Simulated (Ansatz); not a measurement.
**SrO under changes of volume**

One of the cells (16.901 Å³/atom); the others are scaled copies at fixed shape and fractional positions:

```
Sr O
1.0
     0.00000    2.56630    2.56630
     2.56630    0.00000    2.56630
     2.56630    2.56630    0.00000
Sr O
1 1
Direct
  0.50000 0.50000 0.50000
  0.00000 0.00000 0.00000
```

- Program: Ansatz 0.2.0
- Functional: r2SCAN
- Potentials or basis: Ansatz PAW
- Cutoff: 500 eV (not typed: the program's choice for these potentials)
- k mesh: 9 × 9 × 9
- Occupations: fermi-dirac, width 0.05 eV
- Spin: no spin polarisation

```tsv
volume (Å³/atom)	energy over the lowest point (meV/atom)	pressure (GPa)	gap on the mesh (eV)
15.887	?	?	?
16.225	16.82	6.0	3.83
16.563	6.65	3.7	3.84
16.901	1.20	1.5	3.85
17.239	0.00	-0.4	3.86
17.577	2.61	-2.1	3.86
17.915	8.63	-3.6	3.87
```

Question: What does the run at 15.887 Å³/atom give?

Answer: Energy over the lowest point 32.26 meV/atom; pressure 8.7 GPa; gap on the mesh 3.82 eV.

Worked out: A Birch-Murnaghan fit of order 3 (a polynomial in V^(-2/3)) to the other rows has its minimum at 17.17 Å³/atom with B0 = V·E''(V) = 94 GPa and B' = 4.5. It gives 32.27 meV/atom at 15.887 Å³/atom, against the run's 32.26, and -dE/dV = 8.7 GPa, against 8.7. A straight line through the other rows of the gap, of slope 0.39 eV per unit of ln V, extrapolates to 3.82 eV, against the run's 3.82.

Energies are extrapolated to zero smearing.

Caveats: odd divisions of the mesh miss points on the zone boundary, where band edges often lie, so the gap on the mesh can be too wide; the PAW data sets come from PBE, with cores solved anew for the run's functional, which leaves a small shift of forces and pressure.

A mesh can miss the band edges. Spin-orbit coupling on Sr is left out.
